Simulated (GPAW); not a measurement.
# BN (P6_3/mmc) in GPAW: equation of state with PBE

Aim: the equation of state of BN with PBE.

Program: GPAW 26.7.0. These are calculated values, not measurements. Logs are shortened: lines on timing, memory, paths and dates and some standing lists are left out, and cuts for length are marked. The log counts tension as positive stress, the text compression.

## (1) The crystal as given

The structure is hexagonal, space group P6_3/mmc (No. 194). Conventional cell: a = 2.498 Å, b = 2.498 Å, c = 6.636 Å, α = 90.00°, β = 90.00°, γ = 120.00°. N (site symmetry -6m2) has 3 B at 1.44 Å as nearest neighbours. B (site symmetry -6m2) has 3 N at 1.44 Å as nearest neighbours.

## (2) Equation of state, PBE

Input file run.py:

```python
from ase.eos import EquationOfState
from ase.io import Trajectory, read
from ase.units import GPa
from gpaw import GPAW

atoms = read('BN.xyz')

traj = Trajectory('eos.traj', 'w')
volumes, energies = [], []
for x in [0.94, 0.96, 0.98, 1.0, 1.02, 1.04, 1.06]:
    a = atoms.copy()
    a.set_cell(atoms.cell * x**(1 / 3), scale_atoms=True)
    calc = GPAW(mode='lcao',
                h=0.18,
                basis='dz(dzp)',
                xc='PBE',
                kpts={'size': (9, 9, 3), 'gamma': True},
                occupations={'name': 'fermi-dirac', 'width': 0.05},
                convergence={'density': 1e-05, 'energy': 1e-05},
                maxiter=150,
                txt=f'eos-{x:.2f}.txt')
    a.calc = calc
    energies.append(a.get_potential_energy(force_consistent=True))
    volumes.append(a.get_volume())
    calc.write(f'eos-{x:.2f}.gpw')
    traj.write(a)
    print(f'{x:.2f} {volumes[-1]:10.4f} A^3 {energies[-1]:14.6f} eV', flush=True)

v0, e0, B = EquationOfState(volumes, energies, eos='birchmurnaghan').fit()
print(f'V0 = {v0:.4f} A^3, E0 = {e0:.6f} eV, B0 = {B / GPa:.2f} GPa')
```

Input file BN.xyz:

```xyz
4
Lattice="2.4982400000 0.0000000000 0.0000000000 -1.2491200000 2.1635393048 0.0000000000 0.0000000000 0.0000000000 6.6357000000" Properties=species:S:1:pos:R:3 pbc="T T T"
N      1.2491200001      0.7211797682      1.6589250000
N     -0.0000000001      1.4423595366      4.9767750000
B      1.2491200001      0.7211797682      4.9767750000
B     -0.0000000001      1.4423595366      1.6589250000
```

Potentials or basis: GPAW PAW data sets (gpaw-data 1.2.1), lcao:dz(dzp).

The run is started by

```
> OMP_NUM_THREADS=1 python run.py
```

The log of the run:

```text
__  _  _
 | _ |_)|_||  |
 |__||  | ||/\| - 26.7.0

Input parameters:
  mode=LCAO(),
  basis={'default': 'dz(dzp)'},
  convergence={'density': 1e-05, 'energy': 1e-05},
  h=0.18,
  kpts=MonkhorstPack(size=(9, 9, 3), gamma=True),
  maxiter=150,
  occupations=Occupations(name='fermi-dirac', width=0.05),
  xc=XC(name='PBE')

        N B

        B N

Atoms  # Å, Bohr magnetons
|   | symbol |         x |        y |        z |    initial magnetic moments |
|---|--------|-----------|----------|----------|-----------------------------|
| 0 |      N |  1.223621 | 0.706458 | 1.625060 | ( 0.0000,  0.0000,  0.0000) |
| 1 |      N | -0.000000 | 1.412915 | 4.875180 | ( 0.0000,  0.0000,  0.0000) |
| 2 |      B |  1.223621 | 0.706458 | 4.875180 | ( 0.0000,  0.0000,  0.0000) |
| 3 |      B | -0.000000 | 1.412915 | 1.625060 | ( 0.0000,  0.0000,  0.0000) |

Unit cell  # Å
| periodic |         x |        y |        z |  lengths |     angles |
|----------|-----------|----------|----------|----------|------------|
|      yes |  2.447241 | 0.000000 | 0.000000 | 2.447241 |  90.000000 |
|      yes | -1.223621 | 2.119373 | 0.000000 | 2.447241 |  90.000000 |
|      yes |  0.000000 | 0.000000 | 6.500240 | 6.500240 | 120.000000 |

Number of symmetries: 12
Symmetry operations  # r_c * U_cc + t_c -> r_c
|    | kind |            matrix            |
|----|------|------------------------------|
|  0 |  σ   |  1, 1, 0,  0,-1, 0,  0, 0, 1 |
|  1 |  S6  |  1, 1, 0, -1, 0, 0,  0, 0,-1 |
|  2 |  E   |  1, 0, 0,  0, 1, 0,  0, 0, 1 |
|  3 |  C2  |  1, 0, 0, -1,-1, 0,  0, 0,-1 |
|  4 |  C2  |  0, 1, 0,  1, 0, 0,  0, 0,-1 |
|  5 |  C3  |  0, 1, 0, -1,-1, 0,  0, 0, 1 |
|  6 |  S6  |  0,-1, 0,  1, 1, 0,  0, 0,-1 |
|  7 |  σ   |  0,-1, 0, -1, 0, 0,  0, 0, 1 |
|  8 |  σ   | -1, 0, 0,  1, 1, 0,  0, 0, 1 |
|  9 |  i   | -1, 0, 0,  0,-1, 0,  0, 0,-1 |
| 10 |  C3  | -1,-1, 0,  1, 0, 0,  0, 0, 1 |
| 11 |  C2  | -1,-1, 0,  0, 1, 0,  0, 0,-1 |

BZ-sampling:
  Number of BZ points: 243
  Number of IBZ points: 31

  Monkhorst-Pack size: [9, 9, 3]
  Monkhorst-Pack shift: [0, 0, 0]

K-points  # in reciprocal-cell coordinates
|     |                                coordinates |     weight |
|-----|--------------------------------------------|------------|
|   0 | (  0.00000000,   0.00000000,   0.00000000) | 0.00411523 |
|   1 | (  0.00000000,   0.00000000,   0.33333333) | 0.00823045 |
|   2 | (  0.11111111,   0.00000000,  -0.33333333) | 0.02469136 |
|   3 | (  0.11111111,   0.00000000,   0.00000000) | 0.02469136 |
|   4 | (  0.11111111,   0.00000000,   0.33333333) | 0.02469136 |
|   5 | (  0.22222222,  -0.11111111,   0.00000000) | 0.02469136 |
|   6 | (  0.22222222,  -0.11111111,   0.33333333) | 0.04938272 |
|   7 | (  0.22222222,   0.00000000,  -0.33333333) | 0.02469136 |
|   8 | (  0.22222222,   0.00000000,   0.00000000) | 0.02469136 |
|   9 | (  0.22222222,   0.00000000,   0.33333333) | 0.02469136 |
| ... |                                            |            |
|  30 | (  0.44444444,   0.44444444,   0.33333333) | 0.04938272 |

basis functions: 32
Spin-components: 1 (collinear spins)
Bands:           14
Projectors:      20
Spin-degeneracy: 2
Datatype:        <class 'complex'>

Parallelization:
  kpt:    1
  domain: 1
  band:   1

Density:
  Valence electrons: 16.0
  Components: 1
  Grid points: [12 12 36]
  Charge: 0.0  # |e|

Potential:
  Grid points: [12 12 36]

species:
  N:
    name:    Nitrogen
    Z:       7.0
    valence: 5
    core:    2
    charge:  0.0  # [|e|]
    compensation charges:
      type: gauss
      rc: 0.18  # [Å]
      lmax: 2
    cutoffs:
      filter: 1.11  # [Å]
      core: 0.96  # [Å]
    projectors
    | kind |    occ | energy [eV] | rcut [Å] |
    |------|--------|-------------|----------|
    |   2s |  2.000 |     -18.583 |    0.603 |
    |   2p |  3.000 |      -7.089 |    0.529 |
    |    s |        |       8.629 |    0.603 |
    |    p |        |      20.123 |    0.529 |
    |    d |        |       0.000 |    0.577 |

    LCAO basis set for N:
      Name: dz(dzp)
      File: <dir>
      Number of radial functions: 4
      Number of spherical harmonics: 8
        l=0, rc=4.8594 Bohr: 2s-sz confined orbital
        l=1, rc=6.0625 Bohr: 2p-sz confined orbital
        l=0, rc=2.6094 Bohr: 2s-dz split-valence wave
        l=1, rc=3.2656 Bohr: 2p-dz split-valence wave
      Number of RI-basis functions 0

  B:
    name:    Boron
    Z:       5.0
    valence: 3
    core:    2
    charge:  0.0  # [|e|]
    compensation charges:
      type: gauss
      rc: 0.20  # [Å]
      lmax: 2
    cutoffs:
      filter: 1.14  # [Å]
      core: 1.38  # [Å]
    projectors
    | kind |    occ | energy [eV] | rcut [Å] |
    |------|--------|-------------|----------|
    |   2s |  2.000 |      -9.443 |    0.635 |
    |   2p |  1.000 |      -3.606 |    0.635 |
    |    s |        |      17.768 |    0.635 |
    |    p |        |      23.605 |    0.635 |
    |    d |        |       0.000 |    0.635 |

    LCAO basis set for B:
      Name: dz(dzp)
      File: <dir>
      Number of radial functions: 4
      Number of spherical harmonics: 8
        l=0, rc=6.6719 Bohr: 2s-sz confined orbital
        l=1, rc=8.2188 Bohr: 2p-sz confined orbital
        l=0, rc=3.7500 Bohr: 2s-dz split-valence wave
        l=1, rc=4.6094 Bohr: 2p-dz split-valence wave
      Number of RI-basis functions 0

Reference energy: -4302.422143  # eV

eigensolver:
  <gpaw.new.lcao.eigensolver.LCAOEigensolver object>
density mixing:
  MSR1-Mixer
  Pratt-step length: 0.05
  Maximum mixing coefficient: 0.75
  Old densities: 10
  SVD Regularization: 0.005
  Good broyden scale: 1.0
  Trust region scale: 1.0
  Backstep threshold: 4.0
  History deletion threshold: 6.0
  Fourier metric: weight=20.0, sigma=0.015

occupation numbers:
  Fermi-Dirac:
    width: 0.0500  # eV

FastPoissonSolver using
    Stencil: 8*3+1=25 point O(h^6) finite-difference Laplacian
    FFT axes: [np.int64(0), np.int64(1), np.int64(2)]
    FST axes: []

xc functional:
  name: PBE with 2 nearest neighbor stencil
interpolation: tri-quintic # 5. degree polynomial

        N B

        B N

Atoms  # Å, Bohr magnetons
|   | symbol |         x |        y |        z |    initial magnetic moments |
|---|--------|-----------|----------|----------|-----------------------------|
| 0 |      N |  1.223621 | 0.706458 | 1.625060 | ( 0.0000,  0.0000,  0.0000) |
| 1 |      N | -0.000000 | 1.412915 | 4.875180 | ( 0.0000,  0.0000,  0.0000) |
| 2 |      B |  1.223621 | 0.706458 | 4.875180 | ( 0.0000,  0.0000,  0.0000) |
| 3 |      B | -0.000000 | 1.412915 | 1.625060 | ( 0.0000,  0.0000,  0.0000) |

Unit cell  # Å
| periodic |         x |        y |        z |  lengths |     angles |
|----------|-----------|----------|----------|----------|------------|
|      yes |  2.447241 | 0.000000 | 0.000000 | 2.447241 |  90.000000 |
|      yes | -1.223621 | 2.119373 | 0.000000 | 2.447241 |  90.000000 |
|      yes |  0.000000 | 0.000000 | 6.500240 | 6.500240 | 120.000000 |

Number of symmetries: 12
Symmetry operations  # r_c * U_cc + t_c -> r_c
|    | kind |            matrix            |
|----|------|------------------------------|
|  0 |  σ   |  1, 1, 0,  0,-1, 0,  0, 0, 1 |
|  1 |  S6  |  1, 1, 0, -1, 0, 0,  0, 0,-1 |
|  2 |  E   |  1, 0, 0,  0, 1, 0,  0, 0, 1 |
|  3 |  C2  |  1, 0, 0, -1,-1, 0,  0, 0,-1 |
|  4 |  C2  |  0, 1, 0,  1, 0, 0,  0, 0,-1 |
|  5 |  C3  |  0, 1, 0, -1,-1, 0,  0, 0, 1 |
|  6 |  S6  |  0,-1, 0,  1, 1, 0,  0, 0,-1 |
|  7 |  σ   |  0,-1, 0, -1, 0, 0,  0, 0, 1 |
|  8 |  σ   | -1, 0, 0,  1, 1, 0,  0, 0, 1 |
|  9 |  i   | -1, 0, 0,  0,-1, 0,  0, 0,-1 |
| 10 |  C3  | -1,-1, 0,  1, 0, 0,  0, 0, 1 |
| 11 |  C2  | -1,-1, 0,  0, 1, 0,  0, 0,-1 |

BZ-sampling:
  Number of BZ points: 243
  Number of IBZ points: 31

  Monkhorst-Pack size: [9, 9, 3]
  Monkhorst-Pack shift: [0, 0, 0]

K-points  # in reciprocal-cell coordinates
|     |                                coordinates |     weight |
|-----|--------------------------------------------|------------|
|   0 | (  0.00000000,   0.00000000,   0.00000000) | 0.00411523 |
|   1 | (  0.00000000,   0.00000000,   0.33333333) | 0.00823045 |
|   2 | (  0.11111111,   0.00000000,  -0.33333333) | 0.02469136 |
|   3 | (  0.11111111,   0.00000000,   0.00000000) | 0.02469136 |
|   4 | (  0.11111111,   0.00000000,   0.33333333) | 0.02469136 |
|   5 | (  0.22222222,  -0.11111111,   0.00000000) | 0.02469136 |
|   6 | (  0.22222222,  -0.11111111,   0.33333333) | 0.04938272 |
|   7 | (  0.22222222,   0.00000000,  -0.33333333) | 0.02469136 |
|   8 | (  0.22222222,   0.00000000,   0.00000000) | 0.02469136 |
|   9 | (  0.22222222,   0.00000000,   0.33333333) | 0.02469136 |
| ... |                                            |            |
|  30 | (  0.44444444,   0.44444444,   0.33333333) | 0.04938272 |

basis functions: 32
Spin-components: 1 (collinear spins)
Bands:           14
Projectors:      20
Spin-degeneracy: 2
Datatype:        <class 'complex'>

Parallelization:
  kpt:    1
  domain: 1
  band:   1

Density:
  Valence electrons: 16.0
  Components: 1
  Grid points: [12 12 36]
  Charge: 0.0  # |e|

Potential:
  Grid points: [12 12 36]

species:
  N:
    name:    Nitrogen
    Z:       7.0
    valence: 5
    core:    2
    charge:  0.0  # [|e|]
    compensation charges:
      type: gauss
      rc: 0.18  # [Å]
      lmax: 2
    cutoffs:
      filter: 1.11  # [Å]
      core: 0.96  # [Å]
    projectors
    | kind |    occ | energy [eV] | rcut [Å] |
    |------|--------|-------------|----------|
    |   2s |  2.000 |     -18.583 |    0.603 |
    |   2p |  3.000 |      -7.089 |    0.529 |
    |    s |        |       8.629 |    0.603 |
    |    p |        |      20.123 |    0.529 |
    |    d |        |       0.000 |    0.577 |

    LCAO basis set for N:
      Name: dz(dzp)
      File: <dir>
      Number of radial functions: 4
      Number of spherical harmonics: 8
        l=0, rc=4.8594 Bohr: 2s-sz confined orbital
        l=1, rc=6.0625 Bohr: 2p-sz confined orbital
        l=0, rc=2.6094 Bohr: 2s-dz split-valence wave
        l=1, rc=3.2656 Bohr: 2p-dz split-valence wave
      Number of RI-basis functions 0

  B:
    name:    Boron
    Z:       5.0
    valence: 3
    core:    2
    charge:  0.0  # [|e|]
    compensation charges:
      type: gauss
      rc: 0.20  # [Å]
      lmax: 2
    cutoffs:
      filter: 1.14  # [Å]
      core: 1.38  # [Å]
    projectors
    | kind |    occ | energy [eV] | rcut [Å] |
    |------|--------|-------------|----------|
    |   2s |  2.000 |      -9.443 |    0.635 |
    |   2p |  1.000 |      -3.606 |    0.635 |
    |    s |        |      17.768 |    0.635 |
    |    p |        |      23.605 |    0.635 |
    |    d |        |       0.000 |    0.635 |

    LCAO basis set for B:
      Name: dz(dzp)
      File: <dir>
      Number of radial functions: 4
      Number of spherical harmonics: 8
        l=0, rc=6.6719 Bohr: 2s-sz confined orbital
        l=1, rc=8.2188 Bohr: 2p-sz confined orbital
        l=0, rc=3.7500 Bohr: 2s-dz split-valence wave
        l=1, rc=4.6094 Bohr: 2p-dz split-valence wave
      Number of RI-basis functions 0

Reference energy: -4302.422143  # eV

eigensolver:
  <gpaw.new.lcao.eigensolver.LCAOEigensolver object>
density mixing:
  MSR1-Mixer
  Pratt-step length: 0.05
  Maximum mixing coefficient: 0.75
  Old densities: 10
  SVD Regularization: 0.005
  Good broyden scale: 1.0
  Trust region scale: 1.0
  Backstep threshold: 4.0
  History deletion threshold: 6.0
  Fourier metric: weight=20.0, sigma=0.015

occupation numbers:
  Fermi-Dirac:
    width: 0.0500  # eV

FastPoissonSolver using
    Stencil: 8*3+1=25 point O(h^6) finite-difference Laplacian
    FFT axes: [np.int64(0), np.int64(1), np.int64(2)]
    FST axes: []

xc functional:
  name: PBE with 2 nearest neighbor stencil
interpolation: tri-quintic # 5. degree polynomial

convergence criteria:
[... 6 lines left out ...]
|iter     | |      energy | eigst |  dens |
|---------|-|-------------|-------|-------|
|iter:   1| |  -34.793110 |      c|       |
|iter:   2| |  -34.361167 |      c| -0.73 |
|iter:   3| |  -32.808740 |      c| -0.77 |
|iter:   4| |  -32.792611 |      c| -1.46 |
|iter:   5| |  -32.793821 |      c| -1.84 |
|iter:   6| |  -32.793976 |      c| -2.54 |
|iter:   7| |  -32.793976c|      c| -3.94 |
|iter:   8| |  -32.793976c|      c| -4.63 |
|iter:   9| |  -32.793976c|      c| -6.04c|

Converged in 9 steps
Energy contributions relative to reference atoms: (reference = -4302.422143)

Energy contributions:
  Kinetic:          51.777240
  Coulomb:         -48.203489
  Zero:              0.920527
  External:          0.000000
  Xc:              -37.288255
  Entropy:          -0.000000
  Spinorbit:         0.000000
  ----------------------------
  Free energy:     -32.793976
  Extrapolated:    -32.793976

dipole moment: (-0.000000, -0.000000, -0.000000)  # |e|*Ang

Fermi level: 5.858
Eigenvalues  # (at kpt = [0.000, 0.000, 0.000])
| band index |      eig [eV] | occ [0-2] |
|------------|---------------|-----------|
|          0 |       -13.714 |     2.000 |
|          1 |       -13.371 |     2.000 |
|          2 |        -2.037 |     2.000 |
|          3 |         0.268 |     2.000 |
|          4 |         3.370 |     2.000 |
|          5 |         3.378 |     2.000 |
|          6 |         3.424 |     2.000 |
|          7 |         3.432 |     2.000 |
|          8 |        11.345 |     0.000 |
|          9 |        15.634 |     0.000 |
|         10 |        18.519 |     0.000 |
|         11 |        18.532 |     0.000 |
|         12 |        18.590 |     0.000 |
|         13 |        18.603 |     0.000 |

Gap: 4.634 eV
Transition (v -> c):
  (s=0, k=17, n=7, [0.33, 0.33, 0.33]) -> (s=0, k=29, n=8, [0.44, 0.44, 0.00])
Direct/indirect transitions are different
Direct gap: 4.767 eV
Transition at: (s=0, k=17, n=7, [0.33, 0.33, 0.33])
# Writing to eos-0.94.gpw (mode='')
```

Run time: 2.2 min. Hardware: 1 thread of Arm Neoverse V1, shared host; peak memory 0.23 GiB.

These settings aren't checked as converged: the numbers below hold their error.

Results:

| Quantity | Value |
| --- | --- |
| Equilibrium volume | 9.12 Å³/atom |
| Bulk modulus at fixed shape and positions | 256 GPa |
| Pressure derivative of the bulk modulus | 4.4 (rough: it moves with the points fitted) |

Caveat: the cell was scaled at fixed shape and fractional positions, which overstates the stiffness of a crystal with free parameters, most of all of layers and chains; this functional lacks dispersion, which binds the layers, so the pressure and a relaxed spacing across them are unreliable; the basis of atomic orbitals isn't converged, which shifts pressures, moduli and gaps.
